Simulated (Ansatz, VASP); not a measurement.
# Two plane-wave programs on GaP

POSCAR

```
GaP
1.0
    0.0000000000      2.7258124900      2.7258124900
    2.7258124900      0.0000000000      2.7258124900
    2.7258124900      2.7258124900      0.0000000000
Ga P
1 1
Direct
    0.0000000000      0.0000000000      0.0000000000
    0.7500000000      0.7500000000      0.7500000000
```

INCAR.step1

```
  ALGO = Normal
  EDIFF = 1E-4
  ENCUT = 600
  GGA = PE
  ISMEAR = 0
  LASPH = T
  LCHARG = F
  LREAL = F
  LWAVE = T
  NELM = 80
  PREC = Accurate
  SIGMA = 0.02
```

INCAR.step2

```
  ALGO = Normal
  EDIFF = 1E-6
  EDIFFG = -0.005
  ENCUT = 600
  IBRION = 2
  ISIF = 3
  ISMEAR = 0
  ISTART = 1
  LASPH = T
  LCHARG = F
  LMIXTAU = T
  LREAL = F
  LWAVE = F
  METAGGA = R2SCAN
  NELM = 80
  NSW = 100
  PREC = Accurate
  SIGMA = 0.02
```

The input KPOINTS:

```
k-points
0
Gamma
  8 8 8
```

Input for Ansatz:

```yaml
crystal:
  lattice:
    - [0.0, 2.72581249, 2.72581249]
    - [2.72581249, 0.0, 2.72581249]
    - [2.72581249, 2.72581249, 0.0]
  atoms:
    - { symbol: Ga, position: [0.0, 0.0, 0.0] }
    - { symbol: P, position: [0.75, 0.75, 0.75] }
basis:
  ecutwfc: 500
kpoints:
  mp_grid: { grid: [8, 8, 8] }
hamiltonian:
  xc: r2scan
scf:
  occupations: { method: gaussian, width: 0.02 }
output:
  forces: true
  stress: true
  eigenvalues: true
relax:
  adjacent_minimum: "off"
  f_tol: 0.005
  max_steps: 80
  cell: { stress_tol: 0.05 }
```

The cell is a database's computed one.

Alike in both runs: task relaxation of cell and atoms; functional r2SCAN; k mesh 8 × 8 × 8; occupations gaussian, width 0.02 eV; no spin polarisation.

|  | VASP | Ansatz |
| --- | --- | --- |
| version | VASP 6.6.1 | Ansatz 0.2.0 |
| potentials or method | VASP PAW PBE potentials, release 64 (Ga_d, P) | scalar-relativistic, plane waves, PAW |
| plane-wave cutoff (eV) | 600 | 500 |
| valence electrons in the cell | 18 | 18 |

|  | VASP | Ansatz | Ansatz less VASP |
| --- | --- | --- | --- |
| gap on the k mesh at the Fermi level, each at its own relaxed structure (eV) | 1.90 | 1.90 | -0.006 |
| relaxed volume (Å³/atom) | 20.23 | 20.25 | +0.023 |
| relaxed cell length with the largest relative difference (Å) | 3.853 | 3.855 | +0.0015 |

Caveats: the PAW data sets were made with another functional, which shifts forces and pressure a little (VASP). A k mesh can miss the band edges. r2SCAN opens gaps a little over a GGA but as a rule still falls short of measured ones.
